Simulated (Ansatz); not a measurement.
Relaxed bulk TaC, space group Fm-3m (No. 225):

Space group Fm-3m (No. 225). a = 4.475 Å, b = 4.475 Å, c = 4.475 Å, α = 90.00°, β = 90.00°, γ = 90.00°
```
atom  site  symmetry       x       y       z
  Ta    4a      m-3m  0.0000  0.0000  0.0000
   C    4b      m-3m  0.5000  0.0000  0.0000
```

Miller indices refer to the conventional cell of Fm-3m (No. 225), a = 4.475 Å, b = 4.475 Å, c = 4.475 Å, α = 90.00°, β = 90.00°, γ = 90.00°.

The (111) slab of 8 planes, 9.0 Å thick with 15 Å of vacuum as cut; outer planes Ta (top) and C (bottom).

All numbers below come from DFT PBE, scalar-relativistic, plane waves, PAW (Ansatz). Cutoff 420 eV; k points 12×12×1 on the computed 8-atom cell (Γ-centred); Gaussian smearing, width 0.10 eV; no spin polarisation. A dipole correction removes the field between periodic images along c.

The work function is left out: read from the slab's Fermi level and from the bulk's it differs by over 0.3 eV, so the slab is too thin for it. The slab's inner planes relax by over 3 % too, so it holds no bulk-like region.

Results for the relaxed slab:

```
Surface energy (mean of both faces)   : 4.05 J/m²
Dipole of the slab along +c, per cell : 0.12 e·Å
```

Relaxation lowers the energy by 0.707 J/m² a face; the largest move is 0.193 Å.

```
plane (bottom to top)  atoms  spacing to next, bulk (Å)  relaxed (Å)  change (%)
                    1      C                      1.292        0.966       -25.3
                    2     Ta                      1.292        1.487       +15.1
                    3      C                      1.292        1.178        -8.8
                    4     Ta                      1.292        1.341        +3.8
                    5      C                      1.292        1.309        +1.3
                    6     Ta                      1.292        1.318        +2.0
                    7      C                      1.292        1.132       -12.4
                    8     Ta
```

With no bulk-like middle, the error of these values can't be bounded.

Spin-orbit coupling is left out, which matters for the bands of heavy elements.

γ = (E_slab − N·E_bulk)/2A = 4.384 eV / (2 × 8.67 Å²) = 252.8 meV/Å² = 4.05 J/m², with N = 8 atoms. The cut crosses 3 bonds a cell (neighbours within 10 % of the shortest distances), so each costs 1.46 eV on this count. The top two spacings change in opposite senses (-12.4 and +2.0 %). The faces differ by 2.47 eV because the slab carries a dipole: a dipole layer of p per area A shifts the vacuum level by e·p/(ε0·A) = 180.95 V·Å × 0.1182 e·Å / 8.67 Å² = 2.47 eV.

Both polar faces pull their outer plane inwards, the carbon face far more strongly. Each outermost atom has lost three of its six neighbours, and the remaining Ta-C bonds, built from Ta 5d and C 2p states, probably strengthen in compensation. Because these bonds are inclined to the surface, the 25.3 % contraction at the carbon face means a much smaller fractional shortening of the bonds themselves. From that face the spacings alternate between contraction and expansion with falling amplitude, until the fifth, which expands where a contraction would be due.

The dipole points towards the Ta face, so the vacuum level is lower there, as expected for a metal-terminated carbide surface. That it stays small suggests that metallic carriers screen most of the polarity that alternating charged planes would otherwise build up. The cost per cut bond includes relaxation and charge redistribution, so it is not an intrinsic Ta-C bond energy. Which termination is preferred remains open, since that depends on the carbon chemical potential.
